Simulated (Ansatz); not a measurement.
A strain series on BAs (started from an entry of an open crystallographic database) with r2SCAN in Ansatz; the unstrained cell is the r2SCAN minimum. (Simulation; spin polarisation is off.)

Input of the unstrained run:
```yaml
crystal:
  lattice:
    - [0.0, 2.3918699019, 2.3918699019]
    - [2.3918699019, 0.0, 2.3918699019]
    - [2.3918699019, 2.3918699019, 0.0]
  atoms:
    - { symbol: B, position: [0.0, 0.0, 0.0] }
    - { symbol: As, position: [0.25, 0.25, 0.25] }
kpoints:
  mp_grid: { grid: [10, 10, 10] }
  band_path:
    path:
      - [0.0, 0.0, 0.0]
      - [-0.5, -0.5, 0.0]
      - [-0.375, -0.375, 0.25]
      - [-0.375, 0.0, 0.375]
      - [0.0, 0.0, 0.5]
      - [-0.5, -0.25, 0.25]
      - [0.0, 0.398437, 0.398438]
    npoints: 1
hamiltonian:
  xc: r2scan
scf:
  occupations: { method: fixed }
  n_extra_bands: 4
output:
  forces: true
  stress: true
  eigenvalues: true
```

Its main results, and the levels near the gap at the points of the path (eV from the Fermi energy, bands numbered from 0, names kept under strain):
```
Crystal: 2 atoms, lattice volume = 27.368 Å³
Basis set: ecut = 500 eV, 725 PW (Γ)
Symmetry: 24 space group operations
Space group: F-43m (ITA 216)
k-points: 47 of 1000 (time reversal used)
Free energy (F): -5021.341701 eV
Fermi energy:    10.969906 eV
--- Stress (GPa, compression-positive) ---
        0.009593       0.000000       0.000000
        0.000000       0.009593       0.000000
        0.000000       0.000000       0.009593
  P = ⅓ Tr σ = 0.0096 GPa (0.096 kbar)
```
```tsv
point	band_6	band_7	band_8	band_9	band_10	band_11
Γ	0.000	0.000	0.000	3.437	3.437	3.437
X	-9.040	-4.294	-4.294	1.615	1.700	12.151
U	-8.648	-6.187	-3.673	2.283	5.967	9.791
K	-8.648	-6.187	-3.673	2.283	5.967	9.791
L	-9.212	-1.932	-1.932	2.940	5.059	5.059
W	-8.585	-5.710	-5.410	5.701	6.440	7.188
(0,0.398,0.398)	-7.705	-4.050	-4.050	1.375	2.537	11.057
```

Uniaxial +0.46 % along y, other directions held. The input changes in these blocks:
```yaml
crystal:
  lattice:
    - [0.0, 2.4028725035, 2.3918699019]
    - [2.3918699019, 0.0, 2.3918699019]
    - [2.3918699019, 2.4028725035, 0.0]
  atoms:
    - { symbol: B, position: [0.0, 0.0, 0.0] }
    - { symbol: As, position: [0.25, 0.25, 0.25] }
kpoints:
  mp_grid: { grid: [10, 10, 10] }
  band_path:
    path:
      - [0.0, 0.0, 0.0]
      - [-0.5, -0.5, 0.0]
      - [-0.375, -0.375, 0.25]
      - [-0.375, 0.0, 0.375]
      - [0.0, 0.0, 0.5]
      - [-0.5, -0.25, 0.25]
      - [0.0, 0.398438, 0.398437]
    npoints: 1
```

```
Crystal: 2 atoms, lattice volume = 27.494 Å³
Basis set: ecut = 500 eV, 725 PW (Γ)
Symmetry: 8 space group operations
Space group: I-4m2 (ITA 119)
k-points: 102 of 1000 (time reversal used)
Free energy (F): -5021.341188 eV
Fermi energy:    10.912157 eV
--- Stress (GPa, compression-positive) ---
       -0.289639       0.000000       0.000000
        0.000000      -1.314817       0.000000
        0.000000       0.000000      -0.289639
  P = ⅓ Tr σ = -0.6314 GPa (-6.314 kbar)
```
```tsv
point	band_6	band_7	band_8	band_9	band_10	band_11
Γ	-0.047	0.000	0.000	3.405	3.405	3.438
X	-9.017	-4.309	-4.301	1.587	1.668	12.056
U	-8.631	-6.170	-3.687	2.249	5.912	9.741
K	-8.658	-6.173	-3.641	2.310	5.992	9.746
L	-9.194	-1.968	-1.911	2.895	5.020	5.057
W	-8.582	-5.696	-5.400	5.703	6.420	7.190
(0,0.398,0.398)	-7.689	-4.066	-4.056	1.343	2.510	10.947
```

r2SCAN: the gap goes from 1.375 to 1.343 eV (-0.032 eV); with r2SCAN the top three valence levels at Γ, degenerate before, become 2+1 from the top over 47 meV.

Epitaxial -1.14 % in the xy plane, free normal strain +0.53 %. The input changes in these blocks:
```yaml
crystal:
  lattice:
    - [0.0, 2.364602585, 2.404514279]
    - [2.364602585, 0.0, 2.404514279]
    - [2.364602585, 2.364602585, 0.0]
  atoms:
    - { symbol: B, position: [0.0, 0.0, 0.0] }
    - { symbol: As, position: [0.25, 0.25, 0.25] }
```

```
Crystal: 2 atoms, lattice volume = 26.889 Å³
Basis set: ecut = 500 eV, 685 PW (Γ)
Symmetry: 8 space group operations
Space group: I-4m2 (ITA 119)
k-points: 102 of 1000 (time reversal used)
Free energy (F): -5021.334258 eV
Fermi energy:    11.315026 eV
--- Stress (GPa, compression-positive) ---
        3.884917       0.000000       0.000000
        0.000000       3.884917       0.000000
        0.000000       0.000000      -0.003673
  P = ⅓ Tr σ = 2.5887 GPa (25.887 kbar)
```
```tsv
point	band_6	band_7	band_8	band_9	band_10	band_11
Γ	-0.177	0.000	0.000	3.360	3.360	3.479
X	-9.296	-4.319	-4.319	1.670	1.779	12.258
U	-8.867	-6.373	-3.682	2.367	6.155	9.857
K	-8.765	-6.362	-3.856	2.143	5.858	9.812
L	-9.405	-2.131	-1.916	2.969	4.968	5.092
W	-8.745	-5.876	-5.582	5.717	6.545	7.298
(0,0.398,0.398)	-7.773	-4.253	-4.217	1.221	2.414	10.939
```

r2SCAN: the gap goes from 1.375 to 1.221 eV (-0.154 eV); with r2SCAN the top three valence levels at Γ, degenerate before, become 2+1 from the top over 177 meV.

Uniaxial +5.12 % along z, other directions held. The input changes in these blocks:
```yaml
crystal:
  lattice:
    - [0.0, 2.3918699019, 2.5143336409]
    - [2.3918699019, 0.0, 2.5143336409]
    - [2.3918699019, 2.3918699019, 0.0]
  atoms:
    - { symbol: B, position: [0.0, 0.0, 0.0] }
    - { symbol: As, position: [0.25, 0.25, 0.25] }
kpoints:
  mp_grid: { grid: [10, 10, 10] }
  band_path:
    path:
      - [0.0, 0.0, 0.0]
      - [-0.5, -0.5, 0.0]
      - [-0.375, -0.375, 0.25]
      - [-0.375, 0.0, 0.375]
      - [0.0, 0.0, 0.5]
      - [-0.5, -0.25, 0.25]
      - [0.0, 0.395833, 0.395833]
    npoints: 1
```

```
Crystal: 2 atoms, lattice volume = 28.769 Å³
Basis set: ecut = 500 eV, 741 PW (Γ)
Symmetry: 8 space group operations
Space group: I-4m2 (ITA 119)
k-points: 102 of 1000 (time reversal used)
Free energy (F): -5021.279698 eV
Fermi energy:    10.363263 eV
--- Stress (GPa, compression-positive) ---
       -2.555229       0.000000       0.000000
        0.000000      -2.555229       0.000000
        0.000000       0.000000     -13.874234
  P = ⅓ Tr σ = -6.3282 GPa (-63.282 kbar)
```
```tsv
point	band_6	band_7	band_8	band_9	band_10	band_11
Γ	-0.526	0.000	0.000	3.107	3.107	3.453
X	-9.184	-3.932	-3.932	1.895	2.000	11.413
U	-8.752	-6.028	-3.330	2.560	6.206	9.288
K	-8.471	-6.009	-3.819	1.927	5.386	9.031
L	-9.017	-2.321	-1.708	2.331	4.784	5.018
W	-8.567	-5.545	-5.289	5.669	6.104	7.278
(0,0.396,0.396)	-7.491	-4.198	-4.094	1.038	2.281	9.798
```

r2SCAN: the gap goes from 1.375 to 1.038 eV (-0.337 eV); the edges go from Γ → Γ–X (0.80) to Γ → Γ–X (0.79); with r2SCAN the top three valence levels at Γ, degenerate before, become 2+1 from the top over 526 meV.

The runs are scalar-relativistic, without spin-orbit coupling.

The splittings at Γ are without spin-orbit coupling, which regroups them where it is of like size or larger.
